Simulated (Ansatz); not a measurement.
# Ir (P6_3/mmc) in Ansatz: convergence with wavefunction cutoff

Aim: find how far wavefunction cutoff must go before the results for Ir settle, at PBE. This setting moves, with any that are tied to it; all else stays.

Everything below comes from runs of Ansatz 0.2.0. Logs are shortened: lines on timing, memory, paths and dates and some standing lists are left out, and cuts for length are marked.

## Step 1: The crystal as given

Symmetry: P6_3/mmc, No. 194, hexagonal system. Conventional cell: a = 2.751 Å, b = 2.751 Å, c = 4.462 Å, α = 90.00°, β = 90.00°, γ = 120.00°. Ir (site symmetry -6m2) has 12 Ir at 2.74 to 2.75 Å as nearest neighbours.

This isn't the form of Ir at room conditions, which is fcc.

## Step 2: With wavefunction cutoff 400 eV

The input, input.yaml:

```yaml
crystal:
  lattice:
    - [2.7513778946, 0.0, 0.0]
    - [-1.3756889473, 2.3827631521, 0.0]
    - [0.0, 0.0, 4.46229]
  atoms:
    - { symbol: Ir, position: [0.3333333333, 0.6666666667, 0.25] }
    - { symbol: Ir, position: [0.6666666667, 0.3333333333, 0.75] }
hamiltonian:
  xc: pbe
  pseudopotentials: { kind: paw, source: jth }
kpoints:
  mp_grid: { grid: [9, 9, 5] }
scf:
  occupations: { method: methfessel_paxton, width: 0.05 }
output:
  forces: true
  stress: true
  eigenvalues: true
basis:
  ecutwfc: "400 eV"
```

Potentials or basis: JTH PAW.

On the command line:

```console
> ansatz run input.yaml --threads 2 --pin off --max-ram 5632MiB --backend cpu --events-out ev --progress --plain --runs-dir out
```

Output:

```text
Warning: basis.ecutwfc = 400 eV is below the records' recommended 720 eV, and the density's cutoff is lower with it unless basis.ecutrho_ratio is high enough to keep the records' density cutoff: compare with a run at a higher cutoff
Warning: the checks of this Ir dataset prove no rule for summing its radial tables, as where they were carried onto another mesh than they were made on, and Gregory's rule is taken, under which a leading mesh point left out moves its sums only by what lay on the interval it spanned. That does not make them correct, and they differ from Quantum ESPRESSO's on this file; a re-export a fraction of a mesh step off can move them. hamiltonian.pseudopotentials.radial_quadrature: simpson_from_first_knot sums it by `pw.x`'s rule; on a PAW file no value gives `pw.x`'s numbers. What more to know: hamiltonian.pseudopotentials.radial_quadrature, in the input reference
Warning: RAYON_NUM_THREADS=2 ignored (pool sized by the plan → 2); use --threads N
Engine: ansatz 0.2.0, aarch64-unknown-linux-gnu
Pseudopotentials: kind: paw
Pseudopotential: Ir, paw, valence charge 15, recommended cutoff 720 eV (normal), Ir.paw.azcp
Functional definition: PBE
  parameter kappa = 0.804
  parameter beta = 0.06672455060314922
  exchange = pbe_x(kappa = kappa, mu = beta*pi^2/3)
  correlation = pbe_c(beta = beta)
Crystal: 2 atoms, lattice volume = 29.254 Å³
Basis set: ecut = 400 eV, 549 PW (Γ), exchange–correlation on 36×36×60 points (8 copies of the dense FFT grid, shifted against one another)
Bands: 19, of which v1, the nominal top of the filled ones, is band 15 counted from 1 (14 counted from 0)
Symmetry: 24 space group operations
Space group: P63/mmc (ITA 194), of the structure as read, at distance tolerance 3.1e-5 Å
k-points: 36 of 405
Non-local potential: Ir, projectors of the file, l = 0: 2, l = 1: 2, l = 2: 2
PAW form: soft (Blöchl's): semilocal exchange-correlation on the pseudo side does not see the compensation charge
PAW one-centre angular grid: Ir, 590 points (default); XC on 64 Gauss nodes
Initial density: superposition of atomic densities (chi_scale 0.1, normalization cell)
Initial wavefunctions: pseudopotential atomic-orbital guess
Functional: x = pbe(κ = 0.804, μ = 0.2195149727645171), c = pbe(β = 0.06672455060314922)
SCF iter   1: F=—  HF=-22319.534010 eV  |F-HF|=—  |Δ(HF+E_count)|=         —  Δρ=1.05e-1  dr2=3.23e0  ethr=3.10e-3  ⟨swp⟩=15.2  Hψ=6130  notcnv=0
preconditioner: auto → none  [metal: Δε(μ)=0.011 eV  Ē_g=7.729 eV  σ=0.050 eV  W_gap=0.18  n_scr=8 (ndim 8)  ℏωp=29.1 eV  f_vac=0.000  D(μ)=3.64/eV (n_scr^D=42)  sad-step TF]
SCF iter   2: F=—  HF=-22318.884009 eV  |F-HF|=—  |Δ(HF+E_count)|=   6.50e-1  S|Δr|=    0.00e0  Δρ=6.26e-2  dr2=1.16e0  ethr=3.10e-3  ⟨swp⟩=2.6  Hψ=1396  notcnv=0  defer=12
SCF iter   3: F=—  HF=-22318.461677 eV  |F-HF|=—  |Δ(HF+E_count)|=   4.22e-1  S|Δr|=    0.00e0  Δρ=2.57e-3  dr2=6.39e-4  ethr=3.10e-3  ⟨swp⟩=2.9  Hψ=1525  notcnv=0  defer=11
SCF iter   4: F=—  HF=-22318.473013 eV  |F-HF|=—  |Δ(HF+E_count)|=   1.13e-2  S|Δr|=    0.00e0  Δρ=1.36e-3  dr2=4.72e-4  ethr=2.13e-6  ⟨swp⟩=3.1  Hψ=1797  notcnv=0  defer=12
SCF iter   5: F=—  HF=-22318.472923 eV  |F-HF|=—  |Δ(HF+E_count)|=   9.08e-5  S|Δr|=    0.00e0  Δρ=1.11e-4  dr2=2.20e-6  ethr=1.57e-6  ⟨swp⟩=3.0  Hψ=1242  notcnv=0  defer=12
SCF iter   6: F=—  HF=-22318.472921 eV  |F-HF|=—  |Δ(HF+E_count)|=   1.49e-6  S|Δr|=    0.00e0  Δρ=3.33e-5  dr2=7.72e-8  ethr=3.33e-10  ⟨swp⟩=12.2  Hψ=4546  notcnv=0
SCF iter   7: F=-22318.472921 eV  HF=-22318.472921 eV  |F-HF|=8.44e-10  |Δ(HF+E_count)|=   3.15e-7  S|Δr|=    0.00e0  Δρ=4.51e-6  dr2=2.69e-9  ethr=2.57e-10  ⟨swp⟩=6.0  Hψ=3457  notcnv=0
SCF 1 converged in 7 iterations: F = -22318.472921 eV  dr2 = 2.69e-9
SCF converged after 7 iterations
Stability not checked: this state was not tested for a lower state beside it, because cold or Methfessel-Paxton smearing, or corrected tetrahedra, fill the levels in a way that the test cannot read (fill_not_monotonic; see scf.lower_state_search)
Free energy (F): -22318.472921 eV
Harris-Foulkes:  -22318.472921 eV  (|F-HF|=8.44e-10)
Internal energy: -22318.473645 eV  (E = F + TS)
E sigma→0 (E₀):  -22318.473102 eV
Entropy (-TS):   0.000724 eV (0.362 meV/atom)
Fermi energy:    24.226598 eV
--- Per-component energies (eV) ---
  E_band       = 58.685262
  E_kinetic    = 522.639761
  E_local      = -1558.721210  (includes V_loc(G=0)·N_el)
  E_nonlocal   = 867.304533
  E_hartree    = 462.323327
  E_xc         = -195.831539
  E_vxc        = -239.776213  (∫ρ·V_xc dr)
  E_paw        = -18590.002172  (= ΣΔE_a)
  E_vpaw       = -457.408234  (= ΣTr[D̂ρ^β])
  E_aug_tail   = 0.000923  (compensation charges beyond the density's cutoff)
  E_ewald      = -3826.187268
  E_smearing   = 0.000724  (= −TS)
  E_closure    = 0.000000  (closes the sum)
  Σ components = -22318.472921   (vs F -22318.472921, Δ=0.00e0)
--- Forces (eV/Å), atoms counted from 1 ---
  atom   1  Ir     0.00000000     0.00000000     0.00000000
  atom   2  Ir    -0.00000000    -0.00000000     0.00000000
  max |Σ_I F_I| component: 1.85e-17 eV/Å
--- Stress (GPa, compression-positive) ---
       -1.495366       0.000000       0.000000
        0.000000      -1.495366       0.000000
        0.000000       0.000000      -2.370139
  P = ⅓ Tr σ = -1.7870 GPa (-17.870 kbar)
--- Band table (eV; the first three rows and the last of 36) ---
  k-point 0: bands = ["-25.8792", "-25.2229", "-25.2229", "-25.1705", "-25.1198", "-25.1198", "13.4013", "16.4516", "20.5320", "20.6602", "20.6602", "21.2865", "21.2865", "22.0262", "22.0262", "23.5320", "24.5602", "24.5602", "29.7679"]
  k-point 1: bands = ["-25.8139", "-25.2407", "-25.2131", "-25.2131", "-25.1297", "-25.1297", "13.8329", "16.4517", "20.3424", "20.5102", "20.5102", "21.0784", "21.0784", "22.1545", "22.5064", "22.5064", "24.5285", "24.5285", "29.7886"]
  k-point 2: bands = ["-25.6406", "-25.4218", "-25.1874", "-25.1874", "-25.1556", "-25.1556", "14.9627", "16.1029", "20.0260", "20.4065", "20.4556", "20.4556", "20.6899", "20.6899", "23.4194", "23.4194", "24.1954", "24.1954", "29.8047"]
  k-point 35: bands = ["-25.6909", "-25.6909", "-25.5669", "-25.5019", "-25.2943", "-25.2943", "18.2848", "18.2848", "18.7392", "19.3163", "20.3223", "20.3223", "21.8654", "22.4079", "24.5692", "24.5692", "29.7902", "29.7902", "30.4872"]
```

It took 0.63 s on 2 threads of Arm Neoverse V2, shared host; peak memory 0.24 GiB.

What came out:

```yaml
Free_energy: -22318.4729 eV
Pressure: -1.8 GPa
Band_gap_on_the_k_mesh: none (metal or under the smearing width)
```

## Step 3: With wavefunction cutoff 500 eV

input.yaml, as its differences from that of step 2:

```diff
@@ -20,2 +20,2 @@
 basis:
-  ecutwfc: "400 eV"
+  ecutwfc: "500 eV"
```

Potentials or basis: JTH PAW.

On the command line:

```console
> ansatz run input.yaml --threads 2 --pin off --max-ram 5632MiB --backend cpu --events-out ev --progress --plain --runs-dir out
```

Run time: 0.88 s. Hardware: 2 threads of Arm Neoverse V2, shared host; peak memory 0.26 GiB.

Results:

```
Free energy            : -22318.4827 eV
Pressure               : -1.8 GPa
Band gap on the k mesh : none (metal or under the smearing width)
```

## Step 4: With wavefunction cutoff 600 eV

input.yaml, as its differences from that of step 3:

```diff
@@ -20,2 +20,2 @@
 basis:
-  ecutwfc: "500 eV"
+  ecutwfc: "600 eV"
```

On the command line:

```console
> ansatz run input.yaml --threads 2 --pin off --max-ram 5632MiB --backend cpu --events-out ev --progress --plain --runs-dir out
```

It took 0.97 s on 2 threads of Arm Neoverse V2, shared host; peak memory 0.27 GiB.

What came out:

```yaml
Free_energy: -22318.4896 eV
Pressure: -1.8 GPa
Band_gap_on_the_k_mesh: none (metal or under the smearing width)
```

## Step 5: With wavefunction cutoff 700 eV

input.yaml, as its differences from that of step 4:

```diff
@@ -20,2 +20,2 @@
 basis:
-  ecutwfc: "600 eV"
+  ecutwfc: "700 eV"
```

On the command line:

```console
> ansatz run input.yaml --threads 2 --pin off --max-ram 5632MiB --backend cpu --events-out ev --progress --plain --runs-dir out
```

Wall time 1.3 s (2 threads of Arm Neoverse V2, shared host); peak memory 0.28 GiB.

What came out:

```
Free energy            : -22318.4908 eV
Pressure               : -1.8 GPa
Band gap on the k mesh : none (metal or under the smearing width)
```

## Step 6: With wavefunction cutoff 850 eV

input.yaml, as its differences from that of step 5:

```diff
@@ -20,2 +20,2 @@
 basis:
-  ecutwfc: "700 eV"
+  ecutwfc: "850 eV"
```

Potentials or basis: JTH PAW.

On the command line:

```console
> ansatz run input.yaml --threads 2 --pin off --max-ram 5632MiB --backend cpu --events-out ev --progress --plain --runs-dir out
```

Run time: 1.6 s. Hardware: 2 threads of Arm Neoverse V2, shared host; peak memory 0.31 GiB.

Results (log left out):

```yaml
Free_energy: -22318.4920 eV
Pressure: -1.8 GPa
Band_gap_on_the_k_mesh: none (metal or under the smearing width)
```

## Step 7: With wavefunction cutoff 1000 eV

input.yaml, as its differences from that of step 6:

```diff
@@ -20,2 +20,2 @@
 basis:
-  ecutwfc: "850 eV"
+  ecutwfc: "1000 eV"
```

On the command line:

```console
> ansatz run input.yaml --threads 2 --pin off --max-ram 5632MiB --backend cpu --events-out ev --progress --plain --runs-dir out
```

It took 2.1 s on 2 threads of Arm Neoverse V2, shared host; peak memory 0.34 GiB.

Results (log left out):

```
Free energy            : -22318.4924 eV
Pressure               : -1.8 GPa
Band gap on the k mesh : none (metal or under the smearing width)
```

## Step 8: With wavefunction cutoff 1200 eV

input.yaml, as its differences from that of step 7:

```diff
@@ -20,2 +20,2 @@
 basis:
-  ecutwfc: "1000 eV"
+  ecutwfc: "1200 eV"
```

On the command line:

```console
> ansatz run input.yaml --threads 2 --pin off --max-ram 5632MiB --backend cpu --events-out ev --progress --plain --runs-dir out
```

Wall time 2.8 s (2 threads of Arm Neoverse V2, shared host); peak memory 0.36 GiB.

The run converged. Its results:

* Free energy: -22318.4927 eV
* Pressure: -1.8 GPa
* Band gap on the k mesh: none (metal or under the smearing width)

## Step 9: With wavefunction cutoff 1400 eV

input.yaml, as its differences from that of step 8:

```diff
@@ -20,2 +20,2 @@
 basis:
-  ecutwfc: "1200 eV"
+  ecutwfc: "1400 eV"
```

Potentials or basis: JTH PAW.

On the command line:

```console
> ansatz run input.yaml --threads 2 --pin off --max-ram 5632MiB --backend cpu --events-out ev --progress --plain --runs-dir out
```

Run time: 2.8 s. Hardware: 2 threads of Arm Neoverse V2, shared host; peak memory 0.4 GiB.

The run converged. Its results:

* Free energy: -22318.4928 eV
* Pressure: -1.8 GPa
* Band gap on the k mesh: none (metal or under the smearing width)

## Step 10: With wavefunction cutoff 1700 eV

input.yaml, as its differences from that of step 9:

```diff
@@ -20,2 +20,2 @@
 basis:
-  ecutwfc: "1400 eV"
+  ecutwfc: "1700 eV"
```

On the command line:

```console
> ansatz run input.yaml --threads 2 --pin off --max-ram 5632MiB --backend cpu --events-out ev --progress --plain --runs-dir out
```

It took 3.6 s on 2 threads of Arm Neoverse V2, shared host; peak memory 0.45 GiB.

It converged, with:

```
Free energy            : -22318.4929 eV
Pressure               : -1.8 GPa
Band gap on the k mesh : none (metal or under the smearing width)
```

## Step 11: Summary

```
wavefunction cutoff  energy less the tightest run, at zero smearing (meV/atom)  pressure (GPa)  SCF cycles  CPU time (s)  peak memory (GiB)
             400 eV                                                      10.01           -1.79           7           1.2               0.24
             500 eV                                                       5.14           -1.80           7           1.6               0.26
             600 eV                                                       1.67           -1.83           7           1.8               0.27
             700 eV                                                       1.09           -1.83           7           2.4               0.28
             850 eV                                                       0.45           -1.84           7           3.1               0.31
            1000 eV                                                       0.29           -1.84           7             4               0.34
            1200 eV                                                       0.10           -1.84           7           5.5               0.36
            1400 eV                                                       0.04           -1.84           7           5.4                0.4
            1700 eV                                                       0.00           -1.84           7           6.9               0.45
```

Against the tightest run, the energy stays within 1 meV/atom from 850 eV on; the pressure stays within 0.1 GPa from 400 eV on. The tightest run that finished is the yardstick and may itself not be fully converged.
